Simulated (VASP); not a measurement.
Method: PBE GGA, VASP's PBE PAW potentials (set 64) (plane waves; VASP).

The input files of a VASP run:

POSCAR:
```
CuInS2
1
   -2.7600000000     2.7600000000     5.5650000000
    2.7600000000    -2.7600000000     5.5650000000
    2.7600000000     2.7600000000    -5.5650000000
In Cu S
2 2 4
Direct
  0.4980880000   0.5016170000  -0.0015970000
  0.2514800000   0.7488260000   0.5004740000
  0.0031080000   0.0039570000   0.0038410000
  0.7497800000   0.2417450000   0.4955460000
  0.8817420000   0.8975950000   0.5290190000
  0.1022630000   0.6293500000   0.9852630000
  0.3694780000   0.3542700000   0.4720370000
  0.6440620000   0.1226400000   0.0154160000
```

File KPOINTS:
```
Automatic mesh
0
Gamma
3 3 3
0.5 0.5 0.5
```

INCAR:
```
ALGO  =  Normal
EDIFF  =  1E-6
ENCUT  =  300
GGA  =  PE
ISIF  =  2
ISMEAR  =  0
LASPH  =  T
LCHARG  =  F
LMAXMIX  =  4
LREAL  =  F
LWAVE  =  F
NELM  =  100
PREC  =  Accurate
SIGMA  =  0.02
SYSTEM  =  CuInS2
```

POTCAR, in this order: In_d Cu S (PBE.64 set). Program: vasp_std.

What VASP printed:

File OUTCAR:
```
 ion  position               nearest neighbor table
   1  0.498  0.502  0.998-   8 2.48   7 2.48   6 2.49   5 2.49   2 3.90   2 3.92   2 3.93   2 3.93
  LATTYP: Found a body centered tetragonal cell.
 ALAT       =     5.5200000000
 C/A-ratio  =     2.0163043478
 Subroutine PRICEL returns:
 Original cell was already a primitive cell.
 Subroutine GETGRP returns: Found  1 space group operations
The static configuration has the point symmetry C_1 .
The dynamic configuration has the point symmetry C_1 .
 Subroutine INISYM returns: Found  1 space group operations
 Subroutine IBZKPT returns following result:
 Found     14 irreducible k-points:

 Following reciprocal coordinates:
            Coordinates               Weight
  0.166667  0.166667  0.166667      2.000000
 -0.166667  0.500000 -0.166667      2.000000
  0.166667  0.166667  0.500000      2.000000
  0.500000 -0.166667 -0.166667      2.000000
 -0.166667  0.166667  0.166667      2.000000
 -0.166667  0.166667 -0.166667      2.000000
  0.500000  0.500000  0.166667      2.000000
 -0.166667  0.166667  0.500000      2.000000
 -0.166667  0.500000  0.166667      2.000000
...
```

OSZICAR:
```
       N       E                     dE             d eps       ncg     rms          rms(c)
DAV:   1     0.621502613270E+03    0.62150E+03   -0.23295E+04  1204   0.137E+03
DAV:   2     0.579416673063E+02   -0.56356E+03   -0.55025E+03  1213   0.392E+02
DAV:   3    -0.299183750148E+02   -0.87860E+02   -0.86441E+02  1615   0.179E+02
DAV:   4    -0.351661477766E+02   -0.52478E+01   -0.52030E+01  1808   0.467E+01
DAV:   5    -0.353150854704E+02   -0.14894E+00   -0.14867E+00  1896   0.815E+00    0.173E+01
DAV:   6    -0.346080074072E+02    0.70708E+00   -0.37133E+01  1685   0.871E+01    0.116E+01
DAV:   7    -0.327055636154E+02    0.19024E+01   -0.10502E+01  1640   0.757E+01    0.726E+00
DAV:   8    -0.330008784139E+02   -0.29531E+00   -0.37137E+00  1864   0.160E+01    0.405E+00
DAV:   9    -0.328714787808E+02    0.12940E+00   -0.13500E+00  1717   0.183E+01    0.116E+00
DAV:  10    -0.328734806668E+02   -0.20019E-02   -0.18194E-01  1560   0.853E+00    0.582E-01
DAV:  11    -0.328708085130E+02    0.26722E-02   -0.27150E-02  1840   0.372E+00    0.322E-01
DAV:  12    -0.328705777718E+02    0.23074E-03   -0.11358E-02  1760   0.181E+00    0.137E-01
DAV:  13    -0.328706459742E+02   -0.68202E-04   -0.14836E-03  1744   0.333E-01    0.841E-02
DAV:  14    -0.328706442705E+02    0.17037E-05   -0.90357E-05  1840   0.147E-01    0.591E-02
DAV:  15    -0.328706542370E+02   -0.99664E-05   -0.99850E-05  1696   0.157E-01    0.237E-02
DAV:  16    -0.328706549833E+02   -0.74629E-06   -0.23629E-05  1696   0.490E-02    0.208E-02
DAV:  17    -0.328706556440E+02   -0.66074E-06   -0.13391E-06   776   0.126E-02
   1 F= -.32870656E+02 E0= -.32870656E+02  d E =-.807399E-14
```

**OUTCAR**
```
------------------------ aborting loop because EDIFF is reached ----------------------------------------
  FORCE on cell =-STRESS in cart. coord.  units (eV):
  Direction    XX          YY          ZZ          XY          YZ          ZX
  --------------------------------------------------------------------------------------
  Total        2.1619206      2.2145800      1.9045267      0.0265286     -0.3268703      0.1288369
  in kB       20.4271136     20.9246703     17.9951026      0.2506580     -3.0884648      1.2173276
  external PRESSURE =      19.7822955 kB  Pullay stress =       0.0000000 kB
  volume of cell :      169.57
      direct lattice vectors                 reciprocal lattice vectors
    -2.760000000  2.760000000  5.565000000     0.000000000  0.181159420  0.089847260
     2.760000000 -2.760000000  5.565000000     0.181159420  0.000000000  0.089847260
     2.760000000  2.760000000 -5.565000000     0.181159420  0.181159420  0.000000000
 POSITION                                       TOTAL-FORCE (eV/Angst)
 -----------------------------------------------------------------------------------
      2.76533      2.74585      0.00725         0.073446      0.002315      0.000288
      2.75398      0.00863      2.78157         0.148546     -0.043550      0.030329
      0.01294      0.00826      0.01794        -0.033390     -0.024862     -0.119475
     -0.03447      2.76988      2.76012         0.072255     -0.040983      0.080359
      1.50385      1.41634      6.95802         0.364636     -0.281674     -0.128467
      4.17409      1.26457     -1.41156        -0.326566     -0.600457      0.220366
      1.26085      1.34480      1.40077        -0.512869      0.413275     -0.130341
     -1.39658      1.48167      4.18091         0.213943      0.575935      0.046942
 -----------------------------------------------------------------------------------
    total drift:                               -0.001358     -0.001120     -0.000865
  FREE ENERGIE OF THE ION-ELECTRON SYSTEM (eV)
  ---------------------------------------------------
  free  energy   TOTEN  =       -32.8706556440 eV

  energy  without entropy=      -32.8706556440  energy(sigma->0) =      -32.87065564
```
(Selected blocks of OUTCAR.)

At this cut-off the stress carries a Pulay error, which pulls relaxed volumes low.

The structure is a typed CuInS2 crystal. The cell was not relaxed at this level, atoms are displaced from their ideal sites. The k-mesh is coarse (spacing up to 0.54 per Å, 2π included), so the numbers may not be converged in it. The run is one of a series of settings (KPOINTS 3×3×3 Γ-centred mesh shifted by (0.5, 0.5, 0.5) against the base run), some of them coarse on purpose.
